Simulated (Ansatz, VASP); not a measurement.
# Cross-check of Ge3H4 (Ge wire along [100], 9 atoms a period, H-terminated) between VASP and Ansatz

One calculation is typed for both programs; each brings its own data sets. How far apart do they land? The structure shown is the start of the Ansatz relaxation below; VASP solves that cell, so the two are compared at the walk's first step.

Method: plane waves, with VASP 6.6.1 beside it; single point at PBE, in Ansatz 0.2.0.

## (1) Starting point

The cell holds 21 atoms: 9 Ge and 12 H. Its edges and angles: a = 14.361 Å, b = 14.361 Å, c = 5.760 Å, α = 90.0°, β = 90.0°, γ = 90.0°. Vacuum lies along a and b. The structure's axis is c.

## (2) Ansatz: relaxation, PBE

Ansatz runs on its PAW soft_1 files.

The two programs are compared at the cell with which this relaxation starts, whose forces are those of its first step.

Contents of input.yaml:

```yaml
crystal:
  lattice:
    - [14.361, 0.0, 0.0]
    - [0.0, 14.361, 0.0]
    - [0.0, 0.0, 5.76]
  atoms:
    - { symbol: Ge, position: [0.399740019, 0.399740019, 0.0] }
    - { symbol: Ge, position: [0.600283157, 0.600283157, 0.0] }
    - { symbol: H, position: [0.337023884, 0.337023884, 0.156365698] }
    - { symbol: H, position: [0.662999293, 0.662999293, 0.156365698] }
    - { symbol: Ge, position: [0.500011588, 0.500011588, 0.25] }
    - { symbol: H, position: [0.337023884, 0.662999293, 0.343634302] }
    - { symbol: H, position: [0.662999293, 0.337023884, 0.343634302] }
    - { symbol: Ge, position: [0.399740019, 0.600283157, 0.5] }
    - { symbol: Ge, position: [0.600283157, 0.399740019, 0.5] }
    - { symbol: H, position: [0.236752315, 0.437295453, 0.593634302] }
    - { symbol: H, position: [0.437295453, 0.236752315, 0.593634302] }
    - { symbol: H, position: [0.562727724, 0.763270861, 0.593634302] }
    - { symbol: H, position: [0.763270861, 0.562727724, 0.593634302] }
    - { symbol: Ge, position: [0.299468451, 0.500011588, 0.75] }
    - { symbol: Ge, position: [0.500011588, 0.299468451, 0.75] }
    - { symbol: Ge, position: [0.500011588, 0.700554726, 0.75] }
    - { symbol: Ge, position: [0.700554726, 0.500011588, 0.75] }
    - { symbol: H, position: [0.236752315, 0.562727724, 0.906365698] }
    - { symbol: H, position: [0.437295453, 0.763270861, 0.906365698] }
    - { symbol: H, position: [0.562727724, 0.236752315, 0.906365698] }
    - { symbol: H, position: [0.763270861, 0.437295453, 0.906365698] }
kpoints:
  mp_grid: { grid: [1, 1, 14] }
scf:
  occupations: { method: fermi_dirac, width: 0.05 }
hamiltonian:
  xc: pbe
  pseudopotentials: { kind: paw, azcp: { folder: soft_1 } }
relax:
  cell: { fix: [a, b, alpha, beta, gamma] }
  max_steps: 45
  f_tol: 0.03
```

Command:

```console
> ansatz run input.yaml --threads 4 --pin off --max-ram 16384MiB --backend cpu --events-out ev --progress --plain --runs-dir out
```

Numbers of over 12 decimals in the logs are rounded to 6 here.

The log of the run:

```text
Engine: ansatz 0.2.0, aarch64-unknown-linux-gnu
Pseudopotentials: kind: paw
Pseudopotential: Ge, paw, valence charge 14, recommended cutoff 420 eV (normal), soft_1/Ge.paw.azcp
Pseudopotential: H, paw, valence charge 1, recommended cutoff 420 eV (normal), soft_1/H.paw.azcp
Functional definition: PBE
  parameter kappa = 0.804
  parameter beta = 0.066725
  exchange = pbe_x(kappa = kappa, mu = beta*pi^2/3)
  correlation = pbe_c(beta = beta)
Crystal: 21 atoms, lattice volume = 1187.933 Å³
Basis set: ecut = 420 eV, 23151 PW (Γ), exchange–correlation on 192×192×80 points (8 copies of the dense FFT grid, shifted against one another)
Bands: 90, of which v1, the nominal top of the filled ones, is band 69 counted from 1 (68 counted from 0)
Symmetry: 8 space group operations
Space group: P-42m (ITA 111), of the structure as read, at distance tolerance 1.1e-4 Å
k-points: 8 of 14
Non-local potential: Ge, projectors of the file, l = 0: 2, l = 1: 2, l = 2: 3, l = 3: 1
Non-local potential: H, projectors of the file, l = 0: 2, l = 1: 1
PAW form: soft (Blöchl's): semilocal exchange-correlation on the pseudo side does not see the compensation charge
PAW one-centre angular grid: Ge, 590 points (default); XC on 64 Gauss nodes
PAW one-centre angular grid: H, 110 points (default); XC on 64 Gauss nodes
Initial density: superposition of atomic densities (neutral atoms: chi_scale 0, normalization atom)
Initial wavefunctions: pseudopotential atomic-orbital guess
Functional: x = pbe(κ = 0.804, μ = 0.219515), c = pbe(β = 0.066725)
SCF iter   1: F=—  HF=-38845.674194 eV  |F-HF|=—  |Δ(HF+E_count)|=         —  Δρ=3.14e-2  dr2=9.81e0  ethr=3.10e-3  ⟨swp⟩=7.2  Hψ=3117  notcnv=0  defer=10
preconditioner: auto → Resta (q_TF=auto, 1.906 Å⁻¹)  ε∞=1.6  [insulator: Δε(μ)=3.711 eV  Ē_g=9.626 eV  σ=0.050 eV  W_gap=1.00  n_scr=134 (ndim 8)  ℏωp=7.5 eV  f_vac=0.640  D(μ)=0.00/eV (n_scr^D=0)  ε∞_Penn≈1.6  vacuum switching on, ρ_ref=6.7e-3 e/Å³]
SCF iter   2: F=—  HF=-38843.317873 eV  |F-HF|=—  |Δ(HF+E_count)|=    2.36e0  Δρ=1.35e-2  dr2=2.08e0  ethr=3.10e-3  ⟨swp⟩=3.0  Hψ=1084  notcnv=0  defer=108
SCF iter   3: F=—  HF=-38842.815707 eV  |F-HF|=—  |Δ(HF+E_count)|=   5.02e-1  Δρ=2.66e-3  dr2=3.06e-1  ethr=1.51e-3  ⟨swp⟩=4.0  Hψ=965  notcnv=0  defer=108
SCF iter   4: F=—  HF=-38842.746445 eV  |F-HF|=—  |Δ(HF+E_count)|=   6.93e-2  Δρ=1.05e-3  dr2=8.16e-3  ethr=2.21e-4  ⟨swp⟩=3.1  Hψ=971  notcnv=0  defer=110
SCF iter   5: F=—  HF=-38842.749801 eV  |F-HF|=—  |Δ(HF+E_count)|=   3.36e-3  Δρ=2.82e-4  dr2=1.37e-3  ethr=5.91e-6  ⟨swp⟩=2.0  Hψ=960  notcnv=0  defer=110
SCF iter   6: F=—  HF=-38842.749899 eV  |F-HF|=—  |Δ(HF+E_count)|=   9.78e-5  Δρ=5.81e-5  dr2=5.55e-5  ethr=9.90e-7  ⟨swp⟩=2.0  Hψ=1162  notcnv=0  defer=110
SCF iter   7: F=—  HF=-38842.750088 eV  |F-HF|=—  |Δ(HF+E_count)|=   1.89e-4  Δρ=1.82e-5  dr2=3.46e-6  ethr=4.02e-8  ⟨swp⟩=2.0  Hψ=1230  notcnv=0  defer=110
SCF iter   8: F=—  HF=-38842.750093 eV  |F-HF|=—  |Δ(HF+E_count)|=   5.67e-6  Δρ=6.70e-6  dr2=3.98e-7  ethr=2.51e-9  ⟨swp⟩=2.0  Hψ=1162  notcnv=0  defer=110
SCF iter   9: F=-38842.750094 eV  HF=-38842.750094 eV  |F-HF|=4.15e-10  |Δ(HF+E_count)|=   7.66e-7  Δρ=1.43e-6  dr2=2.42e-8  ethr=7.25e-11  ⟨swp⟩=5.0  Hψ=2237  notcnv=0
SCF 1 converged in 9 iterations: F = -38842.750094 eV  dr2 = 2.42e-8
  greatest PAW one-centre occupation: 0.998 electrons in one spin orbital (limit 2), on the Ge atom at site 16 (counted from 0), in its partial waves of l = 2
relax step   1: F+E_penalty+E_count = -38842.75009410 eV  Δ(F+E_penalty+E_count) = +0.000e0 eV  max|allowed force component| = 2.655e-1 eV/Å  Δτ_max = 0.0000 Å  P = -0.533 GPa  Ω = 1187.933 Å³  fix = [a, b, alpha, beta, gamma]  reactions: a -0.545, b -0.545 GPa  (9 SCF iters, dr2 threshold 1.00e-7 eV, accepted)
[...]
relax step   2: F+E_penalty+E_count = -38842.82053395 eV  Δ(F+E_penalty+E_count) = -7.044e-2 eV  max|allowed force component| = 2.204e-1 eV/Å  Δτ_max = 0.0916 Å  P = +0.041 GPa  Ω = 1188.705 Å³  energy of the carried Pulay correction = -1.033e-4 eV  fix = [a, b, alpha, beta, gamma]  reactions: a +0.064, b +0.064 GPa  (6 SCF iters, dr2 threshold 2.10e-6 eV, accepted)
[...]
relax step   3: F+E_penalty+E_count = -38842.84893686 eV  Δ(F+E_penalty+E_count) = -2.840e-2 eV  max|allowed force component| = 2.145e-2 eV/Å  Δτ_max = 0.0392 Å  P = -0.028 GPa  Ω = 1184.745 Å³  energy of the carried Pulay correction = +4.272e-4 eV  fix = [a, b, alpha, beta, gamma]  reactions: a -0.017, b -0.017 GPa  (5 SCF iters, dr2 threshold 2.10e-6 eV, accepted)
[...]
relax step   4: F+E_penalty+E_count = -38842.84858154 eV  Δ(F+E_penalty+E_count) = +3.553e-4 eV  max|allowed force component| = 2.119e-2 eV/Å  Δτ_max = 0.0000 Å  P = -0.027 GPa  Ω = 1184.745 Å³  fix = [a, b, alpha, beta, gamma]  reactions: a -0.016, b -0.016 GPa  stress off target by 4.98e-2 GPa on what of the cell is left free  SCF on the basis re-selected at this cell (its energy is not comparable with the rows above)  (6 SCF iters)
basis re-selected at this cell: Δ(F+E_penalty+E_count) = +3.553e-4 eV, ΔP = +0.000 GPa vs the last step (what re-selecting the basis moved, of the pressure what is left beyond the Pulay correction that the steps carried, after the strain that the cell walked since its last selection, with what the two solves' SCF thresholds leave and, on support functions, any second-order correction that the steps lacked; it is no m [...]
SCF converged after 6 iterations
Free energy (F): -38842.848582 eV
Harris-Foulkes:  -38842.848582 eV  (|F-HF|=7.28e-12)
Internal energy: -38842.848582 eV  (E = F + TS)
E sigma→0 (E₀):  -38842.848582 eV
Fermi energy:    -1.813851 eV
--- Per-component energies (eV) ---
  E_band       = -2729.105062
  E_kinetic    = 985.449554
  E_local      = -64273.105496  (includes V_loc(G=0)·N_el)
  E_nonlocal   = 1976.660913
  E_hartree    = 30974.140605
  E_xc         = -742.971866
  E_vxc        = -712.330484  (∫ρ·V_xc dr)
  E_paw        = -18139.264371  (= ΣΔE_a)
  E_vpaw       = -2654.049541  (= ΣTr[D̂ρ^β])
  E_aug_tail   = -0.011059  (compensation charges beyond the density's cutoff)
  E_ewald      = 10376.253139
  E_smearing   = -0.000000  (= −TS)
  E_closure    = 0.000000  (closes the sum)
  Σ components = -38842.848582   (vs F -38842.848582, Δ=0.00e0)
--- Forces (eV/Å), atoms counted from 1 ---
  atom   1  Ge    -0.00743208    -0.00743208     0.01869549
  atom   2  Ge     0.00743208     0.00743208     0.01869549
  atom   3  H      0.01004874     0.01004874    -0.02119160
  atom   4  H     -0.01004874    -0.01004874    -0.02119160
  atom   5  Ge     0.00000000     0.00000000     0.00000000
  atom   6  H      0.01004874    -0.01004874     0.02119160
  atom   7  H     -0.01004874     0.01004874     0.02119160
  atom   8  Ge    -0.00743208     0.00743208    -0.01869549
  atom   9  Ge     0.00743208    -0.00743208    -0.01869549
  atom  10  H      0.00335375     0.00179248     0.00983016
  atom  11  H      0.00179248     0.00335375     0.00983016
  atom  12  H     -0.00179248    -0.00335375     0.00983016
  atom  13  H     -0.00335375    -0.00179248     0.00983016
  atom  14  Ge     0.00174497     0.00000000     0.00000000
  atom  15  Ge     0.00000000     0.00174497     0.00000000
  atom  16  Ge     0.00000000    -0.00174497    -0.00000000
  atom  17  Ge    -0.00174497     0.00000000    -0.00000000
  atom  18  H      0.00335375    -0.00179248    -0.00983016
  atom  19  H      0.00179248    -0.00335375    -0.00983016
  atom  20  H     -0.00179248     0.00335375    -0.00983016
  atom  21  H     -0.00335375     0.00179248    -0.00983016
  max |Σ_I F_I| component: 2.17e-18 eV/Å
--- Stress (GPa, compression-positive) ---
       -0.016188       0.000000       0.000000
        0.000000      -0.016188      -0.000000
        0.000000      -0.000000      -0.049836
  P = ⅓ Tr σ = -0.0274 GPa (-0.274 kbar)
--- Relaxed structure (3 steps of the walk, 3 accepted, 1 SCFs on fresh bases) ---
  F+E_penalty+E_count = -38842.84858154 eV   max|allowed force component| = 2.119e-2 eV/Å   (the final SCF, on the basis selected at the relaxed cell)
  cell:  # Å, volume = 1184.7454 Å³
    - [14.361, 0.0, 0.0]
    - [0.0, 14.361, 0]
    - [0.0, 0, 5.744546]
  atoms:
    - { symbol: Ge, position: [0.401935, 0.401935, -0.00300322] }
    - { symbol: Ge, position: [0.598088, 0.598088, -0.00300322] }
    - { symbol: H, position: [0.339484, 0.339484, 0.153466] }
    - { symbol: H, position: [0.660540, 0.660540, 0.153466] }
    - { symbol: Ge, position: [0.500012, 0.500012, 0.250000] }
    - { symbol: H, position: [0.339484, 0.660540, 0.346534] }
    - { symbol: H, position: [0.660540, 0.339484, 0.346534] }
    - { symbol: Ge, position: [0.401935, 0.598088, 0.503003] }
    - { symbol: Ge, position: [0.598088, 0.401935, 0.503003] }
    - { symbol: H, position: [0.239737, 0.438319, 0.596747] }
    - { symbol: H, position: [0.438319, 0.239737, 0.596747] }
    - { symbol: H, position: [0.561705, 0.760286, 0.596747] }
    - { symbol: H, position: [0.760286, 0.561705, 0.596747] }
    - { symbol: Ge, position: [0.303335, 0.500012, 0.75] }
    - { symbol: Ge, position: [0.500012, 0.303335, 0.75] }
    - { symbol: Ge, position: [0.500012, 0.696688, 0.75] }
    - { symbol: Ge, position: [0.696688, 0.500012, 0.75] }
    - { symbol: H, position: [0.239737, 0.561705, 0.903253] }
    - { symbol: H, position: [0.438319, 0.760286, 0.903253] }
    - { symbol: H, position: [0.561705, 0.239737, 0.903253] }
    - { symbol: H, position: [0.760286, 0.438319, 0.903253] }
```

The column dr2 measures how far the density is from self-consistency, as an energy; F and HF (Harris–Foulkes) agree once it is small.

[end of part 1 of 2]

[Lines on the potential files, build, host, timing and source positions are cut from VASP's logs without a mark.]

[Logs are printed without paths, hosts, clocks, repeated set-up lines and the standing remarks that a program may print on its own settings, such as how far it seeks lower states.]

[Hosts, paths, dates, database ids (printed as entryN), source tags and the programs' standing remarks are cut or masked in the printed files.]
